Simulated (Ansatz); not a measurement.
**Cu and the effect of the pressure**

The cell as given:

The structure is hexagonal, space group P6_3/mmc (No. 194). The conventional cell has a = 2.534 Å, b = 2.534 Å, c = 4.113 Å, α = 90.00°, β = 90.00°, γ = 120.00°. Around Cu (site symmetry -6m2) lie 12 Cu at 2.52 to 2.53 Å.

This isn't the form of Cu at room conditions, which is fcc.

Kept alike: task relaxation of cell and atoms; functional PBEsol; k mesh 12 × 12 × 7; occupations fermi-dirac, width 0.05 eV; no spin polarisation. Program: Ansatz, Ansatz PAW, cutoff 420 eV. The mesh is that of the run's cell of 2 atoms. No spin-orbit coupling.

| run | volume (Å³/atom) | first edge of the run's cell (Å) | third edge of the run's cell (Å) |
| --- | --- | --- | --- |
| A | 9.949 | 2.415 | 3.939 |
| B | 11.021 | 2.500 | 4.072 |
| C | 10.307 | 2.444 | 3.984 |
| D | 11.203 | 2.514 | 4.093 |
| E | 10.749 | 2.479 | 4.039 |
| F | 11.334 | 2.524 | 4.108 |

The relaxations keep at least the cell's symmetry (P6_3/mmc). For a metal such a mesh leaves the last digits unconverged. The runs follow the start's structure, whether or not it is the stable one at these pressures. Ansatz's relaxations hold a Pulay term in the stress (up to 0.2 GPa here). All rows use potentials made for PBE.

Task: The runs differ in the pressure alone: 0; 2; 5; 10; 20; 30 GPa. Which run is which?

Result: Run A is 30 GPa; run B is 5 GPa; run C is 20 GPa; run D is 2 GPa; run E is 10 GPa; run F is 0 GPa. The volume falls from 11.334 to 9.949 Å³/atom between 0 and 30 GPa. The volume falls ever more slowly, since the solid stiffens under load. At the pressures aimed at, which the runs meet within some tenths of a GPa, the step from 0 to 5 GPa gives a mean bulk modulus near 179 GPa, the last step 283 GPa. The first edge of the run's cell falls from 2.524 to 2.415 Å between 0 and 30 GPa. The third edge of the run's cell falls from 4.108 to 3.939 Å between 0 and 30 GPa.
